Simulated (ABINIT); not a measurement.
# GaAs (F-43m): G0W0 with ABINIT, start to end

How does a plane-wave GW calculation on GaAs (F-43m) run from the first input to the gap?

Calculated with ABINIT 10.8.3; PBE and many-body steps on it, plane waves.

**What was measured.**

- Gap 1.51 eV: band-edge emission energy from PL (direct gap at Gamma); photoluminescence, 633 nm excitation; 77 K; bulk crystal (MBE GaAs matrix around a thin InAs wetting layer on semi-insulating GaAs (100)) (“Photoluminescence of InAs/GaAs quantum dots under direct two-photon excitation”, 2020, pmc:7331710).

- Gap 1.42 eV: band-edge photoluminescence emission energy of the GaAs substrate; time-integrated photoluminescence; 300 K; bulk crystal ((001) GaAs substrate beneath GaBiAs epilayers) (“Investigation of the anisotropic electron g factor as a probe of the electronic structure of GaBixAs1-x/GaAs epilayers”, 2014, arxiv:1409.8467).

- Gap 1.412 ± 0.01 eV: direct gap E0 at Gamma from ellipsometry; variable-angle spectroscopic ellipsometry, parametric critical-point fit; 300 K; bulk crystal (semi-insulating GaAs(001) reference substrate with native oxide) (“Evidence of valence band perturbations in GaAsN/GaAs(001): A combined variable-angle spectroscopic ellipsometry and modulated photoreflectance investigation”, 2008, arxiv:0805.2212).

- Gap 1.418 ± 0.005 eV: direct gap E0 at Gamma from PR; modulated photoreflectance, low-field lineshape fit; 300 K; bulk crystal (semi-insulating GaAs(001) reference substrate) (“Evidence of valence band perturbations in GaAsN/GaAs(001): A combined variable-angle spectroscopic ellipsometry and modulated photoreflectance investigation”, 2008, arxiv:0805.2212).

Report form: the programs' logs are mostly left out.

## 1. The structure

It takes space group F-43m (No. 216, cubic). The conventional cell has a = 5.654 Å, b = 5.654 Å, c = 5.654 Å, α = 90.00°, β = 90.00°, γ = 90.00°. Nearest to Ga lie 4 As at 2.45 Å. Nearest to As lie 4 Ga at 2.45 Å. Farther neighbours are not listed.

The cell and positions come from the Crystallography Open Database and are kept as given unless a step says otherwise.

## 2. Ground state

This step: ABINIT 10.8.3; DFT, PBE, plane waves, norm-conserving pseudopotentials.

The ground-state density comes first.

The input, run.abi:

```
acell 3*1.0 Angstrom
rprim 
  0.000000000000 2.826850000000 2.826850000000
  2.826850000000 0.000000000000 2.826850000000
  2.826850000000 2.826850000000 0.000000000000
ntypat 2
znucl 31 33
natom 2
typat 1 2
xred 
  0.000000000000 0.000000000000 0.000000000000
  0.250000000000 0.250000000000 0.250000000000
pp_dirpath "pseudos"
pseudos "Ga.upf, As.upf"
ecut 45
ngkpt 6 6 6
nshiftk 1
shiftk 0 0 0
kptopt 1
chksymbreak 0
nband 27
occopt 1
tolvrs 1e-10
nstep 60
prtwf 0
optforces 0
optstress 0
indata_prefix "in"
outdata_prefix "out"
tmpdata_prefix "tmp"
```

On the command line:

```bash
$ OMP_NUM_THREADS=1 mpirun -n 4 abinit run.abi > log
```

Elapsed: 25 s, on 4 MPI ranks of Arm Neoverse V1, shared host; peak memory 0.35 GiB.

Numbers from this step:

| Quantity | Value |
| --- | --- |
| total energy | -15063.8764 eV |
| gap | 0.5078 eV |
| k of the valence top | 0, 0, 0 |
| k of the conduction bottom | 0, 0, 0 |
| least direct gap | 0.5078 eV |

The gap is direct, at Γ.

## 3. Bands along the symmetry lines

Levels along a band path, at the cheap level, show where the edges lie and whether the meshes to come will hold them.

The input, run.abi:

```
acell 3*1.0 Angstrom
rprim 
  0.000000000000 2.826850000000 2.826850000000
  2.826850000000 0.000000000000 2.826850000000
  2.826850000000 2.826850000000 0.000000000000
ntypat 2
znucl 31 33
natom 2
typat 1 2
xred 
  0.000000000000 0.000000000000 0.000000000000
  0.250000000000 0.250000000000 0.250000000000
pp_dirpath "pseudos"
pseudos "Ga.upf, As.upf"
ecut 45
iscf -2
irdden 1
kptopt 0
nkpt 50
kpt 
  0.00000000 0.00000000 0.00000000
  -0.06250000 -0.06250000 0.00000000
  -0.12500000 -0.12500000 0.00000000
  -0.18750000 -0.18750000 0.00000000
  -0.25000000 -0.25000000 0.00000000
  -0.31250000 -0.31250000 0.00000000
  -0.37500000 -0.37500000 0.00000000
  -0.43750000 -0.43750000 0.00000000
  -0.50000000 -0.50000000 0.00000000
  -0.48437500 -0.48437500 0.03125000
  -0.46875000 -0.46875000 0.06250000
  -0.45312500 -0.45312500 0.09375000
  -0.43750000 -0.43750000 0.12500000
  -0.42187500 -0.42187500 0.15625000
  -0.40625000 -0.40625000 0.18750000
  -0.39062500 -0.39062500 0.21875000
  -0.37500000 -0.37500000 0.25000000
  -0.37500000 0.00000000 0.37500000
  -0.32812500 0.00000000 0.32812500
  -0.28125000 0.00000000 0.28125000
  -0.23437500 0.00000000 0.23437500
  -0.18750000 0.00000000 0.18750000
  -0.14062500 0.00000000 0.14062500
  -0.09375000 0.00000000 0.09375000
  -0.04687500 0.00000000 0.04687500
  0.00000000 0.00000000 0.00000000
  0.00000000 0.00000000 0.06250000
  0.00000000 0.00000000 0.12500000
  0.00000000 0.00000000 0.18750000
  0.00000000 0.00000000 0.25000000
  0.00000000 0.00000000 0.31250000
  0.00000000 0.00000000 0.37500000
  0.00000000 0.00000000 0.43750000
  -0.00000000 -0.00000000 0.50000000
  -0.06250000 -0.03125000 0.46875000
  -0.12500000 -0.06250000 0.43750000
  -0.18750000 -0.09375000 0.40625000
  -0.25000000 -0.12500000 0.37500000
  -0.31250000 -0.15625000 0.34375000
  -0.37500000 -0.18750000 0.31250000
  -0.43750000 -0.21875000 0.28125000
  -0.50000000 -0.25000000 0.25000000
  -0.50000000 -0.28125000 0.21875000
  -0.50000000 -0.31250000 0.18750000
  -0.50000000 -0.34375000 0.15625000
  -0.50000000 -0.37500000 0.12500000
  -0.50000000 -0.40625000 0.09375000
  -0.50000000 -0.43750000 0.06250000
  -0.50000000 -0.46875000 0.03125000
  -0.50000000 -0.50000000 0.00000000
istwfk *1
nband 29
nbdbuf 2
tolwfr 1e-08
nstep 40
prtwf 0
prtvol 0
indata_prefix "in"
outdata_prefix "out"
tmpdata_prefix "tmp"
```

Wall time 29 s (4 MPI ranks); peak memory 0.36 GiB; 1.9 min of CPU time.

This step gave:

- gap: 0.5078 eV
- k of the valence top: 0, 0, 0
- k of the conduction bottom: 0, 0, 0
- least direct gap: 0.5078 eV

The gap is 0.508 eV, as in the run before at this level.

Electronic bands along the path, in eV, zero at the top of the highest filled band:

```
    point  band 19  band 20  band 21  band 22  band 23  band 24  band 25  band 26
        Γ   -12.73     0.00     0.00     0.00     0.51     3.74     3.74     3.74
  halfway   -11.80    -4.09    -1.69    -1.69     1.99     3.27     6.62     6.62
        X   -10.23    -6.82    -2.68    -2.68     1.47     1.66    10.18    10.18
  halfway   -10.22    -6.77    -3.20    -2.57     1.66     2.57     9.21     9.43
        U   -10.27    -6.63    -3.86    -2.26     1.97     4.64     7.96     8.07
jump to K   -10.27    -6.63    -3.86    -2.26     1.97     4.64     7.96     8.07
  halfway   -11.72    -4.56    -2.44    -0.68     2.68     4.77     4.81     5.65
        Γ   -12.73     0.00     0.00     0.00     0.51     3.74     3.74     3.74
  halfway   -12.04    -4.14    -0.68    -0.68     1.45     4.60     4.60     5.96
        L   -10.97    -6.64    -1.14    -1.14     1.00     4.65     4.65     7.76
  halfway   -10.63    -6.49    -3.22    -1.94     3.03     4.18     6.35     7.70
        W   -10.17    -6.63    -3.53    -3.34     4.62     4.73     5.42     6.05
  halfway   -10.20    -6.73    -3.14    -3.04     2.56     2.76     8.15     8.36
        X   -10.23    -6.82    -2.68    -2.68     1.47     1.66    10.18    10.18
```

## 4. Empty states on the mesh, 4×4×4 mesh, 119 bands

The sums over transitions need many empty states on a uniform mesh; this step solves for them.

The input, run.abi:

```
acell 3*1.0 Angstrom
rprim 
  0.000000000000 2.826850000000 2.826850000000
  2.826850000000 0.000000000000 2.826850000000
  2.826850000000 2.826850000000 0.000000000000
ntypat 2
znucl 31 33
natom 2
typat 1 2
xred 
  0.000000000000 0.000000000000 0.000000000000
  0.250000000000 0.250000000000 0.250000000000
pp_dirpath "pseudos"
pseudos "Ga.upf, As.upf"
ecut 45
ngkpt 4 4 4
nshiftk 1
shiftk 0 0 0
kptopt 1
chksymbreak 0
iscf -2
irdden 1
istwfk *1
nband 119
nbdbuf 10
tolwfr 1e-09
nstep 60
prtvol 0
indata_prefix "in"
outdata_prefix "out"
tmpdata_prefix "tmp"
```

It took 32 s on 4 MPI ranks; peak memory 0.35 GiB; 2.1 min of CPU time.

Numbers from this step:

```yaml
gap: 0.5078 eV
k_of_the_valence_top: 0, 0, 0
k_of_the_conduction_bottom: 0, 0, 0
least_direct_gap: 0.5078 eV
k_points_computed: 8
lowest_point_of_the_top_converged_band_above_the_valence_top: 79.6681 eV
```

On this mesh the gap is 0.508 eV.

## 5. Screening, 4×4×4 mesh, 109 bands, screening to 149.7 eV

The RPA dielectric matrix is built and inverted for each q.

This step: RPA screening on PBE, plane waves, norm-conserving pseudopotentials.

run.abi: that of step 4 with these lines changed.

```diff
@@ -20,10 +20,11 @@
 chksymbreak 0
-iscf -2
-irdden 1
 istwfk *1
-nband 119
-nbdbuf 10
-tolwfr 1e-09
-nstep 60
-prtvol 0
+occopt 1
+irdwfk 1
+optdriver 3
+nband 109
+ecuteps 5.5
+inclvkb 2
+awtr 1
+symchi 1
 indata_prefix "in"
```

Wall time 48 s (4 MPI ranks); peak memory 1.1 GiB; 3.2 min of CPU time.

Numbers from this step:

```
ε∞ with local fields, on this mesh, along the program's q direction : 140.6
the same without local fields                                       : 149.6
plasma frequency                                                    : 36.65 eV
plane waves in the screening matrix                                 : 169
```

Local fields lower ε∞ by 6 %. The value itself is an artefact of the mesh, where one narrow direct gap carries too much weight.

## 6. Self-energy, 4×4×4 mesh, 109 bands, screening to 149.7 eV

The self-energy is evaluated for the states that the input lists, and the levels follow from it, in one-shot runs by the linearised quasiparticle equation.

This step: G0W0 on PBE, plane waves, norm-conserving pseudopotentials.

run.abi: that of step 5 with these lines changed.

```diff
@@ -23,8 +23,15 @@
 irdwfk 1
-optdriver 3
+optdriver 4
 nband 109
+gwcalctyp 0
+ecutsigx 45
+symsigma 1
+nkptgw 1
+kptgw 
+  0.0000000000 0.0000000000 0.0000000000
+bdgw 
+  20 26
 ecuteps 5.5
-inclvkb 2
-awtr 1
-symchi 1
+irdscr 1
+ppmodel 1
 indata_prefix "in"
```

Wall time 6.4 s (4 MPI ranks); peak memory 0.89 GiB; 25 s of CPU time.

Numbers from this step:

```yaml
g0w0_gap_on_the_points_computed: 1.140 eV
starting_gap_on_the_mesh: 0.5078 eV
k_of_the_valence_top: 0, 0, 0
k_of_the_conduction_bottom: 0, 0, 0
z_at_the_valence_top: 0.799
z_at_the_conduction_bottom: 0.803
least_direct_g0w0_gap_on_the_computed_points: 1.140 eV
```

The gap on the mesh goes from 0.51 eV to 1.14 eV, a correction of +0.63 eV.

Limits: finite bands, cutoff and mesh; no spin-orbit coupling; coarse k mesh. v1 is the top filled band, c1 the lowest empty one. The levels before and after the correction (eV, zero at the valence-band top of each column):

```
           conduction bottom  valence top
Kohn-Sham               0.51         0.00
     G0W0               1.14         0.00
```

```
             level  energy (eV)
Kohn-Sham  Γ v3-v1        0.000
Kohn-Sham     Γ c1        0.508
Kohn-Sham  Γ c2-c4        3.737
     G0W0  Γ v3-v1        0.000
     G0W0     Γ c1        1.140
     G0W0  Γ c2-c4        4.259
```

## 7. Where the time went

Times are wall times on 4 MPI ranks of Arm Neoverse V1, shared host, good to a factor of about two.

```csv
step,time,share,memory (GiB)
ground state,25 s,18 %,0.35
bands along the symmetry lines,29 s,21 %,0.36
empty states on the mesh,32 s,23 %,0.35
screening,48 s,34 %,1.1
self-energy,6.4 s,5 %,0.89
```

## 8. Outcome

| Item | Value |
| --- | --- |
| PBE gap | 0.51 eV, direct |
| G0W0 gap on the mesh | 1.14 eV |
| GW settings | 4×4×4 mesh, 109 bands, screening to 149.7 eV, Godby-Needs plasmon pole |
| known limits | not at the basis limit; screening runs away on this mesh; no spin-orbit coupling; coarse k mesh |

In words: G0W0 moves the gap on the mesh from 0.51 eV to 1.14 eV (+0.63 eV), with Z of 0.80 and 0.80 at the edges. Local fields lower the RPA ε∞ on this mesh from 149.56 to 140.57; a Γ-centred mesh this coarse tends to raise both, most where the direct gap is narrow, while a short band sum lowers them. Only 1 of the mesh's irreducible points was corrected, so a valley elsewhere could overtake. Against experiment, by G0W0@PBE: the direct gap of 1.14 eV lies −0.37 eV from the measured 1.51 eV (exciton, 77 K, 2020); the direct gap of 1.14 eV lies −0.28 eV from the measured 1.42 eV (exciton, 300 K, 2014); the direct gap of 1.14 eV lies −0.27 eV from the measured 1.412 ± 0.01 eV (direct, 300 K, 2008); the direct gap of 1.14 eV lies −0.28 eV from the measured 1.418 ± 0.005 eV (direct, 300 K, 2008). An exciton line or allowed optical edge lies below the quasiparticle gap by the binding energy; a forbidden edge can push the onset above it. The calculation has static nuclei and no excitons; a measured gap holds zero-point and thermal motion, which mostly lowers it. Bands and cutoff are finite, so the gap is not at the basis limit. The miss can reach some tenths of an eV and take either sign; the mesh is an error of its own. In the G0W0 run levels were corrected at 1 k point alone, so a gap called «on the mesh» is the least over those, and an edge elsewhere would be missed. The 4×4×4 mesh is coarse for this cell, which bears on the long-range parts of exchange and screening. On this mesh the RPA ε∞ passes 90, more than nearly any semiconductor shows; a coarse mesh does this where one point with a narrow direct gap carries much weight. The screening is then too strong, and the G0W0 gap should not be taken as the material's. The many-body steps are scalar-relativistic: spin-orbit coupling is not in them.

[Paths, hosts, dates, memory and timing lines, banners, echoed tables and standing remarks are left out of the program output.]

[Logs are printed without paths, hosts, clocks, repeated set-up lines and the standing remarks that a program may print on its own settings, such as how far it seeks lower states.]

[Runs of the session that timed out or met a known fault of the program may be left out.]

[Hosts, paths, dates, database ids (printed as entryN), source tags and the programs' standing remarks are cut or masked in the printed files.]

[G0W0 gaps are taken among the corrected bands and points alone; a level outside them can change the order at an edge.]

[Where Ansatz stands beside ABINIT at settings called matched, ABINIT's density can come from a denser mesh and the files from another edition; pairs whose starting gaps differed by over 0.03 eV were left out, so agreement reads better than it is.]
